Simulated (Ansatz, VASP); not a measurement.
# AlPt: VASP beside Ansatz

INCAR

```
ALGO     = Normal         # electronic algorithm
EDIFF    = 1E-6           # SCF threshold, eV
ENCUT    = 520            # plane-wave cutoff, eV
GGA      = CA             # functional
ISIF     = 2              # what is computed and relaxed
ISMEAR   = -1             # smearing method
LASPH    = T              # aspherical terms in the spheres
LCHARG   = F              # write CHGCAR
LREAL    = F              # projectors in reciprocal space
LWAVE    = F              # write WAVECAR
NBANDS   = 14             # bands
NELM     = 100            # most SCF steps
PREC     = Accurate       # precision mode
SIGMA    = 0.05           # smearing width, eV
```

File KPOINTS:

```
k-points
0
Gamma
  12 12 12
```

File POSCAR:

```
AlPt
1.0
    2.5329693968      0.0000000000      0.0000000000
    0.0000000000      2.5329693968      0.0000000000
    0.0000000000      0.0000000000      2.5329693968
Al Pt
1 1
Direct
    0.0000000000      0.0000000000      0.0000000000
    0.5000000000      0.5000000000      0.5000000000
```

Input for Ansatz:

```yaml
crystal:
  lattice:
    - [2.5329693968, 0.0, 0.0]
    - [0.0, 2.5329693968, 0.0]
    - [0.0, 0.0, 2.5329693968]
  atoms:
    - { symbol: Al, position: [0.0, 0.0, 0.0] }
    - { symbol: Pt, position: [0.5, 0.5, 0.5] }
kpoints:
  mp_grid: { grid: [12, 12, 12] }
  band_path:
    path:
      - [0.0, 0.0, 0.0]
      - [0.0, 0.5, 0.0]
      - [0.5, 0.5, 0.0]
      - [0.0, 0.0, 0.0]
      - [0.5, 0.5, 0.5]
      - [0.0, 0.5, 0.0]
      - [0.5, 0.5, 0.5]
      - [0.5, 0.5, 0.0]
    npoints: 6
scf:
  occupations: { method: fermi_dirac, width: 0.05 }
hamiltonian:
  xc: lda
  pseudopotentials: { kind: all_electron, lapw: { basis_error: 0.001 } }
output:
  forces: true
  stress: true
  eigenvalues: true
  populations: true
```

Change from the starting cell: volume scaled by 0.55, LAPW.

Alike in both runs: task single point; functional LDA; k mesh 12 × 12 × 12; occupations fermi-dirac, width 0.05 eV; no spin polarisation.

|  | VASP | Ansatz |
| --- | --- | --- |
| version | VASP 6.6.1 | Ansatz 0.2.0 |
| potentials or method | VASP PAW LDA potentials, release 64 (Al, Pt) | all-electron LAPW, scalar-relativistic |
| plane-wave cutoff (eV) | 520 | see its input |

VASP gave:

| Property | Result |
| --- | --- |
| pressure (GPa) | 412.0 |

What did Ansatz give for the same quantities?

Pressure (GPa): 401.3.

Ansatz ran all-electron here, so the differences hold the error of VASP's frozen core and of both bases.

Caveats: the cell as given lies far from equilibrium; so large a pressure means that the cell lies far from this level's equilibrium, or that cutoff or potentials fall short (VASP). Spin-orbit coupling is left out, which matters for the levels of Pt.
